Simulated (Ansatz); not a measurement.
**Ni: one cell, many SCF starts**

How much does the result for Ni depend on the starting moments? The same cell is run from several starts. System: Ni, the measured crystal structure (space group Fm-3m, primitive cell doubled); the cell holds 2 atoms. Source: COD entry 9013024; the sample's temperature and pressure aren't taken into account.

Program: Ansatz 0.2.0. Level of theory: DFT PBE, PAW, plane waves, scalar-relativistic. These are calculated values, not measurements.

**1. The system as given**

The structure is cubic, space group Fm-3m (No. 225). The conventional cell has a = 3.524 Å, b = 3.524 Å, c = 3.524 Å, α = 90.00°, β = 90.00°, γ = 90.00°. Ni (site symmetry m-3m) has 12 Ni at 2.49 Å as nearest neighbours.

Coordinates:

```
CELL_PARAMETERS angstrom
-1.76200 -3.52400 -1.76200
-1.76200 0.00000 -1.76200
1.76200 0.00000 -1.76200
ATOMIC_POSITIONS crystal
Ni 0.00000 0.00000 0.00000
Ni 0.50000 0.00000 0.50000
```

Atoms are counted from 1 in the order of input.yaml (Ni2 and so on).

Planned first: parallel moments, plain SCF; opposed moments +-, plain SCF; no spin polarisation; spin on, no moments given (the program may seed its own), plain SCF. Further starts follow from what these give.

“Plain SCF” means no search for lower states. 

Site moments are integrals over atomic spheres and don't add up to the total.

**2. Parallel moments, plain SCF**

input.yaml reads:

```yaml
crystal:
  lattice:
    - [-1.762, -3.524, -1.762]
    - [-1.762, 0.0, -1.762]
    - [1.762, 0.0, -1.762]
  atoms:
    - { symbol: Ni, position: [0.0, 0.0, 0.0], spin: 2.0 }
    - { symbol: Ni, position: [0.5, 0.0, 0.5], spin: 2.0 }
magnetization:
  spin_polarized: true
hamiltonian:
  xc: pbe
  pseudopotentials: { kind: paw }
basis:
  ecutwfc: 420
kpoints:
  mp_grid: { grid: [7, 12, 10] }
scf:
  occupations: { method: gaussian, width: 0.1 }
  lower_state_search: "off"
output:
  forces: true
  stress: true
```

Command:

```sh
> ansatz run input.yaml --threads 2 --pin off --max-ram 5120MiB --backend cpu --events-out ev --progress --plain --runs-dir out
```

The program printed, cut to the lines that bear on the results:

```text
Warning: crystal.symmetry: narrowed to the stabiliser of the k-point mesh — unitary ops 32 → 8; excluded 24 operations that carry a point of the 7×12×10 mesh (shift [0, 0, 0]) off the mesh (the run samples exactly the mesh kpoints.mp_grid names, as under crystal.symmetry.detect: false, [...]
Pseudopotentials: kind: paw
Pseudopotential: Ni, paw, valence charge 18, recommended cutoff 420 eV (normal), Ni.paw.azcp
Functional definition: PBE
[...]
Crystal: 2 atoms, lattice volume = 21.882 Å³
Basis set: ecut = 420 eV, 403 PW (Γ), exchange–correlation on 60×36×36 points (8 copies of the dense FFT grid, shifted against one another)
Bands: 24, of which v1, the nominal top of the filled ones, is band 18 counted from 1 (17 counted from 0)
Symmetry: 8 space group operations
k-points: 258 of 840
[...]
Starting moments: Σ|m| = 4 μB on 2 of 2 sites
[...]
SCF iter   1: F=—  HF=-11678.895264 eV  |F-HF|=—  |Δ(HF+E_count)|=         —  Δρ=1.26e-1 (↑1.15e-1 ↓1.26e-1)  dr2=1.85e-2  dr2_m=2.89e0  M=1.888 μB ∫|m|=2.094 μB  β_m=0.30  ethr=5.16e-5  ⟨swp⟩=1.1  Hψ=60810  notcnv=0
[...]
spin-set hold released at iteration 1 (the charge has settled, or the pull on large starting moments outlasts its swing): the magnetisation degrees of freedom join the quasi-Newton model from the next iteration; the mixer history was flushed
[...]
SCF iter  10: F=-11679.450416 eV  HF=-11679.450416 eV  |F-HF|=4.45e-9  |Δ(HF+E_count)|=   2.36e-8  Δρ=6.67e-6 (↑6.67e-6 ↓5.43e-6)  dr2=5.67e-9  dr2_m=3.77e-9  M=1.320 μB ∫|m|=1.504 μB  ethr=3.18e-11  ⟨swp⟩=2.1  Hψ=38279  notcnv=0
[...]
SCF converged after 10 iterations
Magnetization: 1.3200 μB (18.6600 up, 17.3400 down)
Absolute magnetization: 1.5056 μB (∫|ρ↑−ρ↓|, with the PAW one-centre terms)
Spin contamination: 0.0146 ħ² per cell (⟨S²⟩ above its minimum at these occupations)
Per-site moments (μB) at R_I (Å): [(0.6993344558894105, 1.0278857724718249), (0.6993344558894103, 1.0278857724718249)]
Free energy (F): -11679.450416 eV
[...]
E sigma→0 (E₀):  -11679.441630 eV
Entropy (-TS):   -0.017572 eV (-8.786 meV/atom)
Fermi energy:    18.067960 eV
[...]
--- Forces (eV/Å), atoms counted from 1 ---
  atom   1  Ni    -0.00000000     0.00000000    -0.00000000
  atom   2  Ni    -0.00000000     0.00000000    -0.00000000
[...]
--- Stress (GPa, compression-positive) ---
       -0.675606      -0.015382       0.128692
       -0.015381      -0.943603      -0.015381
        0.128692      -0.015382      -0.675606
  P = ⅓ Tr σ = -0.7649 GPa (-7.649 kbar)
```

It took 5.9 s on 2 threads of Intel Xeon Platinum 8559C (Emerald Rapids), shared host; peak memory 0.57 GiB.

The state reached is ferromagnetic, site moments Ni1 0.70, Ni2 0.70 μB, total 1.32 μB per cell, no gap on the k-mesh.

**3. Opposed moments +-, plain SCF**

Changes to input.yaml since step 2:

```diff
@@ -7,3 +7,3 @@
     - { symbol: Ni, position: [0.0, 0.0, 0.0], spin: 2.0 }
-    - { symbol: Ni, position: [0.5, 0.0, 0.5], spin: 2.0 }
+    - { symbol: Ni, position: [0.5, 0.0, 0.5], spin: -2.0 }
 magnetization:
```

Command:

```sh
> ansatz run input.yaml --threads 2 --pin off --max-ram 5120MiB --backend cpu --events-out ev --progress --plain --runs-dir out
```

The program printed, cut to the lines that bear on the results:

```text
Warning: crystal.symmetry: narrowed to the stabiliser of the k-point mesh — unitary ops 16 → 4; excluded 12 operations that carry a point of the 7×12×10 mesh (shift [0, 0, 0]) off the mesh (the run samples exactly the mesh kpoints.mp_grid names, as under crystal.symmetry.detect: false, [...]
[... 11 lines as in an earlier run ...]
Symmetry: 4 space group operations
[... 5 lines as in an earlier run ...]
Starting moments: Σ|m| = 4 μB on 2 of 2 sites
[... 2 lines as in an earlier run ...]
spin-down is spin-up translated by (0.5, 0, 0.5): one eigenproblem is solved per k-point and the antiferromagnetic symmetry of the starting moments is kept exactly by this SCF (crystal.symmetry.spin_inversion_symmetry: false solves both channels; [...]
SCF iter   1: F=—  HF=-11678.487530 eV  |F-HF|=—  |Δ(HF+E_count)|=         —  Δρ=1.49e-1 (↑1.49e-1 ↓1.49e-1)  dr2=6.19e-2  dr2_m=4.38e0  M=0.000 μB ∫|m|=1.751 μB  β_m=0.30  ethr=1.72e-4  ⟨swp⟩=1.3  Hψ=30812  notcnv=0
[...]
[... 1 line as in an earlier run ...]
[...]
SCF iter  17: F=-11679.341525 eV  HF=-11679.341525 eV  |F-HF|=2.42e-10  |Δ(HF+E_count)|=  9.97e-10  Δρ=1.40e-6 (↑1.40e-6 ↓1.40e-6)  dr2=3.81e-10  dr2_m=1.04e-10  M=0.000 μB ∫|m|=0.288 μB  ethr=3.38e-12  ⟨swp⟩=1.5  Hψ=16484  notcnv=0
[...]
SCF converged after 17 iterations
Magnetization: 0.0000 μB (18.0000 up, 18.0000 down)
Absolute magnetization: 0.2877 μB (∫|ρ↑−ρ↓|, with the PAW one-centre terms)
Spin contamination: 0.0928 ħ² per cell (⟨S²⟩ above its minimum at these occupations)
Per-site moments (μB) at R_I (Å): [(0.1419964741173741, 1.0278857724718249), (-0.1419964741173741, 1.0278857724718249)]
Free energy (F): -11679.341525 eV
[...]
E sigma→0 (E₀):  -11679.324238 eV
Entropy (-TS):   -0.034574 eV (-17.287 meV/atom)
Fermi energy:    17.866689 eV
[...]
--- Forces (eV/Å), atoms counted from 1 ---
  atom   1  Ni     0.00000000     0.00000000     0.00000000
  atom   2  Ni    -0.00000000     0.00000000    -0.00000000
[...]
--- Stress (GPa, compression-positive) ---
       -2.056197      -0.069352       0.054627
       -0.069352      -1.833603      -0.069352
        0.054627      -0.069352      -2.056197
  P = ⅓ Tr σ = -1.9820 GPa (-19.820 kbar)
```

Wall time 5.5 s (2 threads of Intel Xeon Platinum 8559C (Emerald Rapids), shared host); peak memory 0.56 GiB.

End: antiferromagnetic (magnetic neighbours of Ni1 with a moment over 0.3 of its own that point the other way: 8 of 12 at 2.49 Å, 0 of 6 at 3.52 Å), site moments Ni1 0.14, Ni2 -0.14 μB, total 0.00 μB per cell, no gap on the k-mesh. It lies 54.4 meV/atom above the lowest state so far (step 2).

**4. No spin polarisation**

Changes to input.yaml since step 3:

```diff
@@ -6,6 +6,4 @@
   atoms:
-    - { symbol: Ni, position: [0.0, 0.0, 0.0], spin: 2.0 }
-    - { symbol: Ni, position: [0.5, 0.0, 0.5], spin: -2.0 }
-magnetization:
-  spin_polarized: true
+    - { symbol: Ni, position: [0.0, 0.0, 0.0] }
+    - { symbol: Ni, position: [0.5, 0.0, 0.5] }
 hamiltonian:
```

Command:

```sh
> ansatz run input.yaml --threads 2 --pin off --max-ram 5120MiB --backend cpu --events-out ev --progress --plain --runs-dir out
```

The program printed, cut to the lines that bear on the results:

```text
[... 11 lines as in an earlier run ...]
Bands: 22, of which v1, the nominal top of the filled ones, is band 18 counted from 1 (17 counted from 0)
[... 5 lines as in an earlier run ...]
[...]
[... 2 lines as in an earlier run ...]
SCF iter   1: F=—  HF=-11679.340634 eV  |F-HF|=—  |Δ(HF+E_count)|=         —  Δρ=3.51e-3  dr2=4.37e-4  ethr=1.77e-3  ⟨swp⟩=4.4  Hψ=20442  notcnv=0
[...]
SCF iter   6: F=-11679.340863 eV  HF=-11679.340863 eV  |F-HF|=1.92e-9  |Δ(HF+E_count)|=   1.90e-8  Δρ=1.07e-5  dr2=4.68e-9  ethr=1.01e-10  ⟨swp⟩=2.6  Hψ=20030  notcnv=0
[...]
SCF converged after 6 iterations
Free energy (F): -11679.340863 eV
[...]
E sigma→0 (E₀):  -11679.321783 eV
Entropy (-TS):   -0.038160 eV (-19.080 meV/atom)
Fermi energy:    17.860655 eV
[...]
--- Forces (eV/Å), atoms counted from 1 ---
  atom   1  Ni    -0.00000000     0.00000000    -0.00000000
  atom   2  Ni     0.00000000    -0.00000000    -0.00000000
[...]
--- Stress (GPa, compression-positive) ---
       -2.232136      -0.066736       0.075770
       -0.066738      -1.892747      -0.066738
        0.075770      -0.066736      -2.232136
  P = ⅓ Tr σ = -2.1190 GPa (-21.190 kbar)
```

It took 2 s on 2 threads of Intel Xeon Platinum 8559C (Emerald Rapids), shared host; peak memory 0.51 GiB.

End: non-magnetic (no spin polarisation), no gap on the k-mesh. It lies 54.8 meV/atom above the lowest state so far (step 2).

**5. Spin on, no moments given (the program may seed its own), plain SCF**

Changes to input.yaml since step 4:

```diff
@@ -21 +21,3 @@
   stress: true
+magnetization:
+  spin_polarized: true
```

Command:

```sh
> ansatz run input.yaml --threads 2 --pin off --max-ram 5120MiB --backend cpu --events-out ev --progress --plain --runs-dir out
```

The program printed, cut to the lines that bear on the results:

```text
[... 1 line as in an earlier run ...]
band count auto-derived: 24 (N_el = 36.0; filled up to band 18; 22 by the electrons, moments and atoms)
[... 19 lines as in an earlier run ...]
[...]
SCF iter   1: F=—  HF=-11678.086204 eV  |F-HF|=—  |Δ(HF+E_count)|=         —  Δρ=1.79e-1 (↑1.77e-1 ↓1.79e-1)  dr2=1.73e-2  dr2_m=6.35e0  M=2.534 μB ∫|m|=2.534 μB  ethr=3.68e-4  ⟨swp⟩=1.3  Hψ=30745  notcnv=0
[...]
SCF iter  10: F=-11679.450416 eV  HF=-11679.450416 eV  |F-HF|=2.36e-9  |Δ(HF+E_count)|=   4.08e-7  Δρ=9.18e-6 (↑8.58e-6 ↓9.18e-6)  dr2=1.35e-8  dr2_m=6.77e-9  M=1.320 μB ∫|m|=1.504 μB  ethr=2.78e-10  ⟨swp⟩=3.0  Hψ=45563  notcnv=0
[...]
SCF converged after 10 iterations
Magnetization: 1.3200 μB (18.6600 up, 17.3400 down)
Absolute magnetization: 1.5056 μB (∫|ρ↑−ρ↓|, with the PAW one-centre terms)
Spin contamination: 0.0146 ħ² per cell (⟨S²⟩ above its minimum at these occupations)
Per-site moments (μB) at R_I (Å): [(0.6993064680297695, 1.0278857724718249), (0.6993064680297695, 1.0278857724718249)]
Free energy (F): -11679.450416 eV
[...]
E sigma→0 (E₀):  -11679.441630 eV
Entropy (-TS):   -0.017572 eV (-8.786 meV/atom)
Fermi energy:    18.067843 eV
[... 24 lines left out: energy terms, forces, stress ...]
```

It took 7.3 s on 2 threads of Intel Xeon Platinum 8559C (Emerald Rapids), shared host; peak memory 0.57 GiB.

This is the state of step 2 again (ferromagnetic), after 10 iterations.

**6. Parallel moments scaled by 0.03, plain SCF**

Changes to input.yaml since step 5:

```diff
@@ -6,4 +6,6 @@
   atoms:
-    - { symbol: Ni, position: [0.0, 0.0, 0.0] }
-    - { symbol: Ni, position: [0.5, 0.0, 0.5] }
+    - { symbol: Ni, position: [0.0, 0.0, 0.0], spin: 0.06 }
+    - { symbol: Ni, position: [0.5, 0.0, 0.5], spin: 0.06 }
+magnetization:
+  spin_polarized: true
 hamiltonian:
@@ -21,3 +23 @@
   stress: true
-magnetization:
-  spin_polarized: true
```

Command:

```sh
> ansatz run input.yaml --threads 2 --pin off --max-ram 5120MiB --backend cpu --events-out ev --progress --plain --runs-dir out
```

The program printed, cut to the lines that bear on the results:

```text
[... 11 lines as in an earlier run ...]
Bands: 23, of which v1, the nominal top of the filled ones, is band 18 counted from 1 (17 counted from 0)
[... 6 lines as in an earlier run ...]
Starting moments: Σ|m| = 0.12 μB on 2 of 2 sites
[... 3 lines as in an earlier run ...]
SCF iter   1: F=—  HF=-11679.352392 eV  |F-HF|=—  |Δ(HF+E_count)|=         —  Δρ=2.75e-2 (↑2.75e-2 ↓1.37e-2)  dr2=1.32e-1  dr2_m=1.78e-2  M=0.216 μB ∫|m|=0.220 μB  β_m=1.00  ethr=3.68e-4  ⟨swp⟩=1.0  Hψ=58714  notcnv=0
[...]
spin-set hold released at iteration 9 (site moments contracting): the magnetisation degrees of freedom join the quasi-Newton model from the next iteration; the mixer history was flushed
[...]
SCF iter  17: F=-11679.450416 eV  HF=-11679.450416 eV  |F-HF|=3.64e-12  |Δ(HF+E_count)|=   2.79e-8  Δρ=2.49e-6 (↑1.06e-6 ↓2.49e-6)  dr2=3.72e-10  dr2_m=3.44e-10  M=1.320 μB ∫|m|=1.504 μB  ethr=6.04e-12  ⟨swp⟩=1.9  Hψ=36175  notcnv=0
[...]
SCF converged after 17 iterations
Magnetization: 1.3200 μB (18.6600 up, 17.3400 down)
Absolute magnetization: 1.5056 μB (∫|ρ↑−ρ↓|, with the PAW one-centre terms)
Spin contamination: 0.0146 ħ² per cell (⟨S²⟩ above its minimum at these occupations)
Per-site moments (μB) at R_I (Å): [(0.699311586907905, 1.0278857724718249), (0.6993115869079047, 1.0278857724718249)]
Free energy (F): -11679.450416 eV
[...]
E sigma→0 (E₀):  -11679.441629 eV
Entropy (-TS):   -0.017573 eV (-8.786 meV/atom)
Fermi energy:    18.067889 eV
[... 24 lines left out: energy terms, forces, stress ...]
```

Run time: 9.9 s. Hardware: 2 threads of Intel Xeon Platinum 8559C (Emerald Rapids), shared host; peak memory 0.56 GiB.

The run ends in the same state as step 2 (ferromagnetic); it took 17 iterations.

**7. Moments ++ scaled by 0.4, plain SCF**

Changes to input.yaml since step 6:

```diff
@@ -6,4 +6,4 @@
   atoms:
-    - { symbol: Ni, position: [0.0, 0.0, 0.0], spin: 0.06 }
-    - { symbol: Ni, position: [0.5, 0.0, 0.5], spin: 0.06 }
+    - { symbol: Ni, position: [0.0, 0.0, 0.0], spin: 0.8 }
+    - { symbol: Ni, position: [0.5, 0.0, 0.5], spin: 0.8 }
 magnetization:
```

Command:

```sh
> ansatz run input.yaml --threads 2 --pin off --max-ram 5120MiB --backend cpu --events-out ev --progress --plain --runs-dir out
```

The program printed, cut to the lines that bear on the results:

```text
[... 18 lines as in an earlier run ...]
Starting moments: Σ|m| = 1.6 μB on 2 of 2 sites
[... 2 lines as in an earlier run ...]
[...]
SCF iter   1: F=—  HF=-11679.410884 eV  |F-HF|=—  |Δ(HF+E_count)|=         —  Δρ=2.03e-2 (↑1.84e-2 ↓2.03e-2)  dr2=9.83e-2  dr2_m=1.58e-2  M=1.315 μB ∫|m|=1.378 μB  β_m=0.30  ethr=2.74e-4  ⟨swp⟩=1.0  Hψ=58709  notcnv=0
[...]
spin-set hold released at iteration 8 (site moments contracting): the magnetisation degrees of freedom join the quasi-Newton model from the next iteration; the mixer history was flushed
[...]
SCF iter  14: F=-11679.450416 eV  HF=-11679.450416 eV  |F-HF|=1.19e-8  |Δ(HF+E_count)|=   6.92e-8  Δρ=1.15e-5 (↑3.52e-6 ↓1.15e-5)  dr2=1.36e-8  dr2_m=3.94e-9  M=1.320 μB ∫|m|=1.504 μB  ethr=7.21e-11  ⟨swp⟩=2.5  Hψ=39779  notcnv=0
[...]
SCF converged after 14 iterations
Magnetization: 1.3200 μB (18.6600 up, 17.3400 down)
Absolute magnetization: 1.5056 μB (∫|ρ↑−ρ↓|, with the PAW one-centre terms)
Spin contamination: 0.0146 ħ² per cell (⟨S²⟩ above its minimum at these occupations)
Per-site moments (μB) at R_I (Å): [(0.6993131268359314, 1.0278857724718249), (0.6993131268359312, 1.0278857724718249)]
Free energy (F): -11679.450416 eV
[...]
E sigma→0 (E₀):  -11679.441630 eV
Entropy (-TS):   -0.017572 eV (-8.786 meV/atom)
Fermi energy:    18.067950 eV
[... 24 lines left out: energy terms, forces, stress ...]
```

Run time: 7.5 s. Hardware: 2 threads of Intel Xeon Platinum 8559C (Emerald Rapids), shared host; peak memory 0.55 GiB.

This is the state of step 2 again (ferromagnetic), after 14 iterations.

**8. A moment on one site alone, plain SCF**

Changes to input.yaml since step 7:

```diff
@@ -6,4 +6,4 @@
   atoms:
-    - { symbol: Ni, position: [0.0, 0.0, 0.0], spin: 0.8 }
-    - { symbol: Ni, position: [0.5, 0.0, 0.5], spin: 0.8 }
+    - { symbol: Ni, position: [0.0, 0.0, 0.0], spin: 2.0 }
+    - { symbol: Ni, position: [0.5, 0.0, 0.5] }
 magnetization:
```

Command:

```sh
> ansatz run input.yaml --threads 2 --pin off --max-ram 5120MiB --backend cpu --events-out ev --progress --plain --runs-dir out
```

The program printed, cut to the lines that bear on the results:

```text
[... 18 lines as in an earlier run ...]
Starting moments: Σ|m| = 2 μB on 1 of 2 sites
[... 2 lines as in an earlier run ...]
SCF iter   1: F=—  HF=-11679.220539 eV  |F-HF|=—  |Δ(HF+E_count)|=         —  Δρ=1.14e-1 (↑1.14e-1 ↓3.57e-2)  dr2=2.43e0  dr2_m=8.04e-1  M=1.444 μB ∫|m|=1.552 μB  β_m=0.30  ethr=3.10e-3  ⟨swp⟩=4.7  Hψ=42701  notcnv=0
[...]
spin-set hold released at iteration 5 (the charge has settled, or the pull on large starting moments outlasts its swing): the magnetisation degrees of freedom join the quasi-Newton model from the next iteration; the mixer history was flushed
[...]
SCF iter  22: F=-11679.450416 eV  HF=-11679.450416 eV  |F-HF|=1.29e-9  |Δ(HF+E_count)|=  6.69e-10  Δρ=2.69e-6 (↑1.29e-6 ↓2.69e-6)  dr2=1.56e-9  dr2_m=4.28e-10  M=1.320 μB ∫|m|=1.504 μB  ethr=3.91e-11  ⟨swp⟩=2.0  Hψ=34070  notcnv=0
[...]
SCF converged after 22 iterations
an eigenvalue changed by more than its tolerance at an iteration that met the thresholds in force, so the SCF went on 1 time: the last check found none over its tolerance
Magnetization: 1.3200 μB (18.6600 up, 17.3400 down)
Absolute magnetization: 1.5056 μB (∫|ρ↑−ρ↓|, with the PAW one-centre terms)
Spin contamination: 0.0146 ħ² per cell (⟨S²⟩ above its minimum at these occupations)
Per-site moments (μB) at R_I (Å): [(0.6993145796656021, 1.0278857724718249), (0.6993040797816481, 1.0278857724718249)]
Free energy (F): -11679.450416 eV
[...]
E sigma→0 (E₀):  -11679.441629 eV
Entropy (-TS):   -0.017573 eV (-8.787 meV/atom)
Fermi energy:    18.067894 eV
[... 24 lines left out: energy terms, forces, stress ...]
```

Run time: 13 s. Hardware: 2 threads of Intel Xeon Platinum 8559C (Emerald Rapids), shared host; peak memory 0.57 GiB.

Nothing new: the 22 iterations lead to the state found in step 2 (ferromagnetic).

**9. Comparing the starts**

```csv
step,iterations,state,moments of Ni1 Ni2 (μB),total (μB),gap (eV),pressure (GPa),above lowest (meV/atom)
2,10,1,0.70 0.70,1.32,none,-0.8,0.0
3,17,2,0.14 -0.14,0.00,none,-2.0,54.4
4,6,3,0.00 0.00,0.00,none,-2.1,54.8
5,10,1,0.70 0.70,1.32,none,-0.8,0.0
6,17,1,0.70 0.70,1.32,none,-0.8,0.0
7,14,1,0.70 0.70,1.32,none,-0.8,0.0
8,22,1,0.70 0.70,1.32,none,-0.8,0.0
```

States are numbered from the lowest. Starts by step: 2 parallel moments, plain SCF; 3 opposed moments +-, plain SCF; 4 no spin polarisation; 5 spin on, no moments given (the program may seed its own), plain SCF; 6 parallel moments scaled by 0.03, plain SCF; 7 moments ++ scaled by 0.4, plain SCF; 8 a moment on one site alone, plain SCF.

The 7 runs of this session took 51 s in all, from 2 s to 13 s each.

Decimal logarithm of the largest residual (eV) by iteration, counted through all cycles of a run:

```csv
iteration,step 2,step 3,step 4,step 5,step 6,step 7,step 8
1,0.5,0.6,-3.4,0.8,-0.9,-1.0,0.4
2,0.3,0.5,-4.0,-0.4,-1.5,-1.6,0.8
3,-0.4,-0.6,-4.9,-0.6,-1.6,-2.0,0.2
4,-2.0,-0.8,-6.4,-0.8,-1.4,-2.4,0.1
5,-3.2,-2.3,-7.4,-2.9,-1.4,-3.0,-0.1
7,-4.7,-4.3,-,-3.5,-1.8,-4.0,1.2
9,-7.3,-4.8,-,-6.1,-2.3,-4.3,-0.7
11,-,-5.8,-,-,-1.8,-3.3,-2.5
12,-,-6.4,-,-,-1.4,-6.4,-2.5
14,-,-8.4,-,-,-4.0,-7.9,-2.8
16,-,-8.4,-,-,-7.7,-,-4.7
18,-,-,-,-,-,-,-3.7
20,-,-,-,-,-,-,-5.2
22,-,-,-,-,-,-,-8.8
```

**10. Outcome**

| quantity | value |
| --- | --- |
| distinct states | 3 from 7 converged runs |
| lowest state from plain starts | ferromagnetic |
| its moments | Ni1 0.70, Ni2 0.70 μB |
| total moment | 1.32 μB per cell |
| gap on the k-mesh | none |
| pressure | -0.8 GPa |
| largest force | 0.000 eV/Å |
| next state | antiferromagnetic, 54.4 meV/atom higher |
| highest state | non-magnetic (no spin polarisation), 54.8 meV/atom higher |

In words: 7 runs converged, to 3 different states. Switching spin polarisation off costs 54.8 meV/atom in free energy, smearing entropy included. The best antiferromagnetic state lies 54.4 meV/atom above the best ferromagnetic one. The search isn't exhaustive: larger magnetic cells and non-collinear orders weren't tried. The mesh has less symmetry than the lattice, which lowers the symmetry of the run.
